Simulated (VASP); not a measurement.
# Al (Fm-3m) in VASP: further runs

Aim: see how the results for Al move with the level of theory and the settings. Levels: r2SCAN+rVV10, PBE+D3(BJ). Tasks: band structure.

Everything below comes from runs of VASP 6.6.1. Logs are shortened: lines on timing, memory, paths and dates and some standing lists are left out, and cuts for length are marked.

### 1 The structure

The structure is cubic, space group Fm-3m (No. 225). Conventional cell: a = 3.984 Å, b = 3.984 Å, c = 3.984 Å, α = 90.00°, β = 90.00°, γ = 90.00°. Around Al (site symmetry m-3m) lie 12 Al at 2.82 Å.

### 2 Band structure, r2SCAN+rVV10

INCAR

```
SYSTEM = Al
ALGO = Normal
BPARAM = 11.95
CPARAM = 0.0093
EDIFF = 1E-6
ENCUT = 520
ICORELEVEL = 1
ISIF = 2
ISMEAR = 1
IVDW_NL = 2
LASPH = .True.
LCHARG = .False.
LMIXTAU = .True.
LREAL = .False.
LUSE_VDW = .True.
LWAVE = .False.
METAGGA = R2SCAN
NBANDS = 8
NELM = 80
PREC = Accurate
SIGMA = 0.1
```

KPOINTS

```
k-points
0
Gamma
  16 16 16
  0 0 0
```

POSCAR

```
Al                                      
1.0
    0.0000000000      1.9922162779      1.9922162779
    1.9922162779      0.0000000000      1.9922162779
    1.9922162779      1.9922162779      0.0000000000
  Al            
     1
Direct
     0.0000000000000000    0.0000000000000000    0.0000000000000000
```

KPOINTS_OPT

```
explicit points
106
Reciprocal
 0.0000000000  0.0000000000  0.0000000000 1
 0.0555555556  0.0000000000  0.0555555556 1
 0.1111111111  0.0000000000  0.1111111111 1
 0.1666666667  0.0000000000  0.1666666667 1
 0.2222222222  0.0000000000  0.2222222222 1
 0.2777777778  0.0000000000  0.2777777778 1
 0.3333333333  0.0000000000  0.3333333333 1
 0.3888888889  0.0000000000  0.3888888889 1
 0.4444444444  0.0000000000  0.4444444444 1
 0.5000000000  0.0000000000  0.5000000000 1
 0.5000000000  0.0000000000  0.5000000000 1
 0.5000000000  0.0277777778  0.5277777778 1
 0.5000000000  0.0555555556  0.5555555556 1
 0.5000000000  0.0833333333  0.5833333333 1
 0.5000000000  0.1111111111  0.6111111111 1
 0.5000000000  0.1388888889  0.6388888889 1
 0.5000000000  0.1666666667  0.6666666667 1
 0.5000000000  0.1944444444  0.6944444444 1
 0.5000000000  0.2222222222  0.7222222222 1
 0.5000000000  0.2500000000  0.7500000000 1
 0.5000000000  0.2500000000  0.7500000000 1
 0.4861111111  0.2638888889  0.7500000000 1
 0.4722222222  0.2777777778  0.7500000000 1
 0.4583333333  0.2916666667  0.7500000000 1
 0.4444444444  0.3055555556  0.7500000000 1
 0.4305555556  0.3194444444  0.7500000000 1
 0.4166666667  0.3333333333  0.7500000000 1
 0.4027777778  0.3472222222  0.7500000000 1
 0.3888888889  0.3611111111  0.7500000000 1
 0.3750000000  0.3750000000  0.7500000000 1
 0.3750000000  0.3750000000  0.7500000000 1
 0.3333333333  0.3333333333  0.6666666667 1
 0.2916666667  0.2916666667  0.5833333333 1
 0.2500000000  0.2500000000  0.5000000000 1
 0.2083333333  0.2083333333  0.4166666667 1
 0.1666666667  0.1666666667  0.3333333333 1
 0.1250000000  0.1250000000  0.2500000000 1
 0.0833333333  0.0833333333  0.1666666667 1
 0.0416666667  0.0416666667  0.0833333333 1
 0.0000000000  0.0000000000  0.0000000000 1
 0.0000000000  0.0000000000  0.0000000000 1
 0.0555555556  0.0555555556  0.0555555556 1
 0.1111111111  0.1111111111  0.1111111111 1
 0.1666666667  0.1666666667  0.1666666667 1
 0.2222222222  0.2222222222  0.2222222222 1
 0.2777777778  0.2777777778  0.2777777778 1
 0.3333333333  0.3333333333  0.3333333333 1
 0.3888888889  0.3888888889  0.3888888889 1
 0.4444444444  0.4444444444  0.4444444444 1
 0.5000000000  0.5000000000  0.5000000000 1
 0.5000000000  0.5000000000  0.5000000000 1
 0.5138888889  0.4722222222  0.5138888889 1
 0.5277777778  0.4444444444  0.5277777778 1
 0.5416666667  0.4166666667  0.5416666667 1
 0.5555555556  0.3888888889  0.5555555556 1
 0.5694444444  0.3611111111  0.5694444444 1
 0.5833333333  0.3333333333  0.5833333333 1
 0.5972222222  0.3055555556  0.5972222222 1
 0.6111111111  0.2777777778  0.6111111111 1
 0.6250000000  0.2500000000  0.6250000000 1
 0.6250000000  0.2500000000  0.6250000000 1
 0.6111111111  0.2500000000  0.6388888889 1
 0.5972222222  0.2500000000  0.6527777778 1
 0.5833333333  0.2500000000  0.6666666667 1
 0.5694444444  0.2500000000  0.6805555556 1
 0.5555555556  0.2500000000  0.6944444444 1
 0.5416666667  0.2500000000  0.7083333333 1
 0.5277777778  0.2500000000  0.7222222222 1
 0.5138888889  0.2500000000  0.7361111111 1
 0.5000000000  0.2500000000  0.7500000000 1
 0.5000000000  0.2500000000  0.7500000000 1
 0.5000000000  0.2777777778  0.7222222222 1
 0.5000000000  0.3055555556  0.6944444444 1
 0.5000000000  0.3333333333  0.6666666667 1
 0.5000000000  0.3611111111  0.6388888889 1
 0.5000000000  0.3888888889  0.6111111111 1
 0.5000000000  0.4166666667  0.5833333333 1
 0.5000000000  0.4444444444  0.5555555556 1
 0.5000000000  0.4722222222  0.5277777778 1
 0.5000000000  0.5000000000  0.5000000000 1
 0.5000000000  0.5000000000  0.5000000000 1
 0.4861111111  0.4861111111  0.5277777778 1
 0.4722222222  0.4722222222  0.5555555556 1
 0.4583333333  0.4583333333  0.5833333333 1
 0.4444444444  0.4444444444  0.6111111111 1
 0.4305555556  0.4305555556  0.6388888889 1
 0.4166666667  0.4166666667  0.6666666667 1
 0.4027777778  0.4027777778  0.6944444444 1
 0.3888888889  0.3888888889  0.7222222222 1
 0.3750000000  0.3750000000  0.7500000000 1
 0.6250000000  0.2500000000  0.6250000000 1
 0.6111111111  0.2222222222  0.6111111111 1
 0.5972222222  0.1944444444  0.5972222222 1
 0.5833333333  0.1666666667  0.5833333333 1
 0.5694444444  0.1388888889  0.5694444444 1
 0.5555555556  0.1111111111  0.5555555556 1
 0.5416666667  0.0833333333  0.5416666667 1
 0.5277777778  0.0555555556  0.5277777778 1
 0.5138888889  0.0277777778  0.5138888889 1
 0.5000000000  0.0000000000  0.5000000000 1
 0.0000000000  0.0000000000  0.0000000000 1
 0.3750000000  0.3750000000  0.7500000000 1
 0.5000000000  0.5000000000  0.5000000000 1
 0.6250000000  0.2500000000  0.6250000000 1
 0.5000000000  0.2500000000  0.7500000000 1
 0.5000000000  0.0000000000  0.5000000000 1
```

Potentials or basis: VASP PAW PBE potentials, release 64 (Al).

Command:

```sh
$ cat potpaw_PBE.64/Al/POTCAR > POTCAR
$ mpirun -np 1 vasp_std > vasp.out
```

OUTCAR:

```text
SYSTEM = Al
   BPARAM = 11.95
   EDIFF = 1E-6
   ENCUT = 520
   ISIF = 2
   ISMEAR = 1
   IVDW_NL = 2
   LASPH = .True.
   LREAL = .False.
   METAGGA = R2SCAN
   NELM = 80
   PREC = Accurate

 ion  position               nearest neighbor table
   1  0.000  0.000  0.000-

  LATTYP: Found a face centered cubic cell.
 ALAT       =     3.9844325558

  Lattice vectors:

 A1 = (   0.0000000000,   1.9922162779,   1.9922162779)
 A2 = (   1.9922162779,   0.0000000000,   1.9922162779)
 A3 = (   1.9922162779,   1.9922162779,   0.0000000000)

Analysis of symmetry for initial positions (statically):
=====================================================================
 Subroutine PRICEL returns:
 Original cell was already a primitive cell.

 Routine SETGRP: Setting up the symmetry group for a
 face centered cubic supercell.

 Subroutine GETGRP returns: Found 48 space group operations
 (whereof 48 operations were pure point group operations)
 out of a pool of 48 trial point group operations.

The static configuration has the point symmetry O_h .

Analysis of symmetry for dynamics (positions and initial velocities):
=====================================================================
 Subroutine PRICEL returns:
 Original cell was already a primitive cell.

 Routine SETGRP: Setting up the symmetry group for a
 face centered cubic supercell.

 Subroutine GETGRP returns: Found 48 space group operations
 (whereof 48 operations were pure point group operations)
 out of a pool of 48 trial point group operations.

The dynamic configuration has the point symmetry O_h .

 Subroutine INISYM returns: Found 48 space group operations
 (whereof 48 operations are pure point group operations),
 and found     1 'primitive' translations

----------------------------------------------------------------------------------------

                                     Primitive cell

  volume of cell :      15.8139

  direct lattice vectors                    reciprocal lattice vectors
     0.000000000  1.992216278  1.992216278    -0.250976767  0.250976767  0.250976767
     1.992216278  0.000000000  1.992216278     0.250976767 -0.250976767  0.250976767
     1.992216278  1.992216278  0.000000000     0.250976767  0.250976767 -0.250976767

  length of vectors
     2.817419279  2.817419279  2.817419279     0.434704511  0.434704511  0.434704511

  position of ions in fractional coordinates (direct lattice)
     0.000000000  0.000000000  0.000000000

[... 76 lines left out ...]
   LREAL  =      F    real-space projection
   EDIFFG = 0.1E-04   stopping-criterion for IOM
   NSW    =      0    number of steps for IOM
   IBRION =     -1    ionic relax: 0-MD 1-quasi-New 2-CG
   NFREE  =      0    steps in history (QN), initial steepest desc. (CG)
   ISIF   =      2    stress and relaxation
   ISYM   =      2    0-nonsym 1-usesym 2-fastsym
   POTIM  = 0.5000    time-step for ionic-motion
   TEBEG  =    0.0;   TEEND  =   0.0 temperature during run
   PSTRESS=    0.0 pullay stress
   NELECT =       3.0000    total number of electrons
   NUPDOWN=      -1.0000    fix difference up-down
   EMIN   =  10.00;   EMAX   =-10.00  energy-range for DOS
   EFERMI =   0.00;   METHOD = LEGACY
   ISMEAR =     1;   SIGMA  =   0.10  broadening in eV -4-tet -1-fermi 0-gaus
   EFERMI_NEDOS =   21; number of points for ismear=-14 and -15
   IALGO  =     38    algorithm
   IMIX   =      4    mixing-type and parameters
     AMIX     =   0.40;   BMIX     =  1.00
     AMIX_MAG =   1.60;   BMIX_MAG =  1.00
  volume/ion in A,a.u.               =      15.81       106.72
  Fermi-wavevector in a.u.,A,eV,Ry     =   0.940666  1.777601 12.039149  0.884852
  Thomas-Fermi vector in A             =   2.068100
   LORBIT       =      0    0 simple, 1 ext, 2 COOP (PROOUT), +10 PAW based schemes
   METAGGA = R2SCAN    functional components
   LHFCALC =     F    Hartree Fock is set to
   AEXX    =    0.0000 exact exchange contribution
   IVDW_NL    =     2    kernel type
   BPARAM     =11.9500
   IVDW    =     0    specifies the selected vdW correction
   LEPSILON=     F    determine dielectric tensor
   LRPA    =     F    only Hartree local field effects (RPA)
 non-spin polarized calculation
 Methfessel and Paxton  Order N= 1 SIGMA  =   0.10
  energy-cutoff  :      520.00
  volume of cell :       15.81
 maximum number of plane-waves:       444
 NGX is ok and might be reduce to    24
   NGX = 11   NGY = 11   NGZ = 11

 number of electron       3.0000000 magnetization

 Free energy of the ion-electron system (eV)
  ---------------------------------------------------
  ext. energy  EPLUGINS =         0.00000000
  ---------------------------------------------------
  free energy    TOTEN  =        -6.67778039 eV

  energy without entropy =       -6.67799106  energy(sigma->0) =       -6.67785061

 the core state eigenenergies are
   1-  1s  -1522.3022  2s   -102.1917  2p    -63.1300

 E-fermi :   8.4840     XC(G=0): -11.0726

 val. band max:        8.4749519726   @ k =  -0.3125   0.4375   0.1250
 cond. band min:       8.5946467694   @ k =   0.5000   0.2500   0.1250
 fundamental gap:      0.1196947969
 Fermi energy:         8.4840032750

 k-point     1 :       0.0000    0.0000    0.0000
  band No.  band energies     occupation
      1      -3.6863      2.00000
      2      22.0245      0.00000
      3      22.0245      0.00000
      4      22.0245      0.00000
      5      24.2715      0.00000
      6      24.2715      0.00000
      7      24.2715      0.00000
      8      26.1331      0.00000
[... 276 lines left out ...]
 k-point    27 :       0.2500    0.1250    0.0000
  band No.  band energies     occupation
      1      -1.9943      2.00000
      2      14.2142      0.00000

------------------------ aborting loop because EDIFF is reached ----------------------------------------

  FORCE on cell =-STRESS in cart. coord.  units (eV):
  Direction    XX          YY          ZZ          XY          YZ          ZX
  --------------------------------------------------------------------------------------
  -------------------------------------------------------------------------------------
  Total        0.0063898      0.0063898      0.0063898     -0.0000000     -0.0000000      0.0000000
  in kB        0.6473810      0.6473810      0.6473810     -0.0000000     -0.0000000      0.0000000
  external PRESSURE =       0.6473810 kB  Pullay stress =       0.0000000 kB

 VOLUME and BASIS-vectors are now :
 -----------------------------------------------------------------------------
  energy-cutoff  :      520.00
  volume of cell :       15.81
      direct lattice vectors                 reciprocal lattice vectors
     0.000000000  1.992216278  1.992216278    -0.250976767  0.250976767  0.250976767
     1.992216278  0.000000000  1.992216278     0.250976767 -0.250976767  0.250976767
     1.992216278  1.992216278  0.000000000     0.250976767  0.250976767 -0.250976767

 POSITION                                       TOTAL-FORCE (eV/Angst)
 -----------------------------------------------------------------------------------
      0.00000      0.00000      0.00000         0.000000      0.000000      0.000000
 -----------------------------------------------------------------------------------
    total drift:                               -0.000000      0.000000      0.000000

  FREE ENERGIE OF THE ION-ELECTRON SYSTEM (eV)
  ---------------------------------------------------
  free  energy   TOTEN  =        -6.6777803876 eV

  energy  without entropy=       -6.6779910641  energy(sigma->0) =       -6.67785061
```

It took 1.9 min on 1 thread of AMD EPYC 9R45 (Zen 5), shared host; peak memory 0.19 GiB.

Results:

- Free energy: -6.6778 eV
- Pressure: 0.1 GPa
- Band gap along the path: none (metal or under the smearing width)

Levels at the corners of the path, in eV from the Fermi level:
```csv
point,band 1,band 2,band 3,band 4,band 5,band 6,band 7
Γ,-12.17,13.54,13.54,13.54,15.79,15.79,15.79
X,-3.29,-1.70,5.45,6.19,6.19,10.32,27.60
X,-3.29,-1.70,5.45,6.19,6.19,10.32,27.60
W,-1.03,-1.03,-0.08,1.74,17.16,17.16,18.14
W,-1.03,-1.03,-0.08,1.74,17.16,17.16,18.14
K,-2.16,-1.65,-0.21,7.24,9.01,17.25,23.85
K,-2.16,-1.65,-0.21,7.24,9.01,17.25,23.85
Γ,-12.17,13.54,13.54,13.54,15.79,15.79,15.79
Γ,-12.17,13.54,13.54,13.54,15.79,15.79,15.79
L,-5.20,-4.62,12.26,12.26,12.77,12.77,16.21
L,-5.20,-4.62,12.26,12.26,12.77,12.77,16.21
U,-2.16,-1.65,-0.21,7.24,9.01,17.25,23.85
U,-2.16,-1.65,-0.21,7.24,9.01,17.25,23.85
W,-1.03,-1.03,-0.08,1.74,17.16,17.16,18.14
W,-1.03,-1.03,-0.08,1.74,17.16,17.16,18.14
L,-5.20,-4.62,12.26,12.26,12.77,12.77,16.21
L,-5.20,-4.62,12.26,12.26,12.77,12.77,16.21
K,-2.16,-1.65,-0.21,7.24,9.01,17.25,23.85
U,-2.16,-1.65,-0.21,7.24,9.01,17.25,23.85
X,-3.29,-1.70,5.45,6.19,6.19,10.32,27.60
```

Core levels (eV, on the scale of the bands):
| atom | levels |
| --- | --- |
| 1 Al | 1s -1522.3, 2s -102.2, 2p -63.1 |

Caveat: the PAW data sets were made with another functional, which shifts forces and pressure a little; pairwise dispersion overbinds metals, which lowers pressure and volume.

(Part 1 of 2 ends here.)
